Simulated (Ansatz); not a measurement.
## Sc under changes of volume

One of the cells (25.253 Å³/atom); the others are scaled copies at fixed shape and fractional positions:

```
Sc
1.0
     5.42268    0.00000    0.00000
     0.00000    5.42268    0.00000
     0.00000    0.00000    3.43521
Sc
4
Direct
  0.00000 0.50000 0.46734
  0.50000 0.00000 0.53266
  0.00000 0.00000 0.00000
  0.50000 0.50000 0.00000
```

This isn't the form of Sc at room conditions, which is hcp.

```yaml
Program: Ansatz 0.2.0
Functional: PBE
Potentials_or_basis: Ansatz PAW
Cutoff: "420 eV (not typed: the program's choice for these potentials)"
k_mesh: 5 × 5 × 8
Occupations: fermi-dirac, width 0.05 eV
Spin: no spin polarisation
```

```tsv
volume (Å³/atom)	energy over the lowest point (meV/atom)	pressure (GPa)	largest force (eV/Å)
23.738	7.23	2.4	0.177
24.243	1.78	1.2	0.191
24.748	0.00	0.1	0.202
25.253	1.57	-0.9	0.212
25.758	6.23	-1.9	0.220
26.264	13.70	-2.7	0.227
26.769	?	?	?
```

What does the run at 26.769 Å³/atom give?

Energy over the lowest point 23.78 meV/atom; pressure -3.5 GPa; largest force 0.233 eV/Å.

Worked out: A Birch-Murnaghan fit of order 3 (a polynomial in V^(-2/3)) to the other rows has its minimum at 24.76 Å³/atom with B0 = V·E''(V) = 52 GPa and B' = 3.4 at fixed shape and positions, which overstates the stiffness. It gives 23.74 meV/atom at 26.769 Å³/atom, against the run's 23.78, and -dE/dV = -3.6 GPa, against -3.5.

Energies are extrapolated to zero smearing.
